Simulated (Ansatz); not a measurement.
Consider the following.

BeO:
```
CELL_PARAMETERS angstrom
      2.68209     0.00000     0.00000
     -1.34105     2.32276     0.00000
      0.00000     0.00000     8.73439
ATOMIC_POSITIONS crystal
  Be 0.00000 0.00000 0.00083
  Be 0.00000 0.00000 0.50083
  Be 0.66667 0.33333 0.75017
  Be 0.33333 0.66667 0.25017
  O  0.00000 0.00000 0.81237
  O  0.00000 0.00000 0.31237
  O  0.66667 0.33333 0.56226
  O  0.33333 0.66667 0.06226
```

This is the HSE06-relaxed structure.

Problem. All from plane-wave PAW HSE06 (Ansatz code), unless another level is named. Give the band gap.

Solution. 9.61 eV (direct).

Problem. What about the valence-band maximum?

Solution. at Γ.

Space group P6_3mc. The cell is a constructed one: a structure type filled with these elements. Its sites differ from those of the usual phase in this space group: another stacking or structure type. The cell was relaxed with HSE06 under the symmetry of its start; its stability against distortions is not shown here. The hybrid was solved on a coarse mesh, the path and, where they were found, the r²SCAN edge points; its band edges are the extreme levels among these.

Potentials: the later of the program's two PAW sets.
